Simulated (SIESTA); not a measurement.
## Ir: single point with PBE

The system is Ir.

```
CELL_PARAMETERS angstrom
2.75138 0.00000 0.00000
-1.37569 2.38276 0.00000
0.00000 0.00000 4.46229
ATOMIC_POSITIONS crystal
Ir 0.34445 0.66132 0.25713
Ir 0.64903 0.34504 0.74650
```

This isn't the form of Ir at room conditions, which is fcc.

The cell isn't the ideal one: atoms moved at random, drawn with an rms of 0.05 Å.

```
Program             : SIESTA 5.4.2
Task                : single point
Functional          : PBE
Potentials or basis : PseudoDojo 0.4 standard (PBE files)
Basis               : DZP (energy shift 0.003 Ry; two zetas on semicore shells)
Grid cutoff         : 800 Ry
Energy shift        : 0.003 Ry
k mesh              : 11 × 11 × 6
Occupations         : fermi-dirac, width 0.05 eV
Spin                : no spin polarisation
```

The pressure is 2.8 GPa. The largest force is 0.932 eV/Å and the band gap on the k mesh is none (metal or under the smearing width).

Forces on the atoms (eV/Å):
```
Ir  -0.498  0.204 -0.760
Ir   0.498 -0.203  0.759
```

Stress tensor (GPa, compression positive):
```
 2.70 -1.59  1.16
-1.59  1.33 -0.52
 1.16 -0.52  4.27
```

Levels at points of the mesh, in eV from the Fermi level:
```tsv
k point	band 13	band 14	band 15	band 16	band 17	band 18	band 19	band 20	band 21	band 22
(0.00, 0.00, 0.00)	-3.61	-3.16	-2.93	-2.54	-1.92	-0.70	-0.10	0.58	7.16	27.90
(0.00, 0.00, 0.50)	-3.85	-3.84	-3.74	-3.69	-0.72	-0.45	-0.42	-0.27	16.78	17.88
```

Wall time 58 s on 1 thread of Arm Neoverse V1, on a shared host, peak memory 0.27 GiB.

Caveat: short orbitals over semicore shells can move pressures by several GPa; the valence orbitals were made in a potential fitted to the semicore shell under them, which widens gaps by tenths of an eV or more; the basis of atomic orbitals isn't converged, which shifts pressures, moduli and gaps. Spin-orbit coupling is left out, which matters for the levels of Ir.
